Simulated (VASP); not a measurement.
Runs of VASP 6.6.1 on Sb. The structure is hexagonal, space group P6_3/mmc (No. 194). Conventional cell: a = 3.355 Å, b = 3.355 Å, c = 5.470 Å, α = 90.00°, β = 90.00°, γ = 120.00°. Sb (site symmetry -6m2) has 12 Sb at 3.35 Å as nearest neighbours. This isn't the form of Sb at room conditions, which is rhombohedral.

```csv
task,level,k mesh,grid for exact exchange (PRECFOCK),exchange at q = 0,mesh quality,gap on the mesh (eV),pressure (GPa),relaxed volume (Å³/atom)
relaxation of cell and atoms,r2SCAN,9 × 9 × 5,-,-,not flagged,none,-0.1,26.89
relaxation of cell and atoms,r2SCAN50,5 × 5 × 3,Fast,default,coarse,none,0.0,23.78
relaxation of cell and atoms,r2SCAN+D3(BJ),9 × 9 × 5,-,-,not flagged,none,0.0,26.21
relaxation of cell and atoms,LAK,9 × 9 × 5,-,-,not flagged,none,0.0,(a)
```

Alike in all rows: potentials or basis VASP PAW PBE potentials, release 64 (Sb); no spin polarisation; cell relaxed; cutoff (eV) 600; smearing gaussian 0.05 eV.

Problem. Estimate the missing entries.

Solution. (a) 28.93.

Caveats: some runs use coarse meshes; the PAW data sets were made with another functional, which shifts forces and pressure a little; pairwise dispersion overbinds metals, which lowers pressure and volume (some runs).

A k mesh can miss the band edges, and the runs leave out spin-orbit coupling on Sb.

A gap of «none» marks a metal or a gap under the smearing width.
